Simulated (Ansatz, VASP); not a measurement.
**One calculation of ZnO, two programs**

```xyz
4
Lattice="3.2787 0.0000 0.0000 -1.6394 2.8395 0.0000 0.0000 0.0000 5.2869" Properties=species:S:1:pos:R:3 pbc="T T T"
Zn    0.0000    1.8930    0.0077
Zn    1.6394    0.9465    2.6511
O     0.0000    1.8930    2.0125
O     1.6394    0.9465    4.6559
```

Alike in both runs: functional RPBE; dispersion D4; k mesh 8 × 8 × 6; occupations gaussian, width 0.05 eV; no spin polarisation.

Ansatz relaxed the structure, and its values are those at the end. VASP's run is a single point on that final structure, the one shown.

|  | VASP | Ansatz |
| --- | --- | --- |
| version | VASP 6.6.1 | Ansatz 0.2.0 |
| potentials or method | VASP PAW PBE potentials, release 64 (Zn, O) | scalar-relativistic, plane waves, PAW |
| plane-wave cutoff (eV) | 520 | 420 |
| valence electrons in the cell | 36 | 36 |

```csv
,VASP,Ansatz,Ansatz less VASP
gap on the k mesh at the Fermi level (eV),0.83,0.85,+0.026
least direct gap on the mesh (eV),0.83,0.85,+0.026
pressure (GPa),-1.4,-2.5,-1.03
rms of the force components (eV/Å),0.003,0.004,+0.0012
dispersion energy (meV/atom),-490.3,-490.4,-0.10
```

Caveats: the PAW data sets were made with another functional, which shifts forces and pressure a little (VASP).
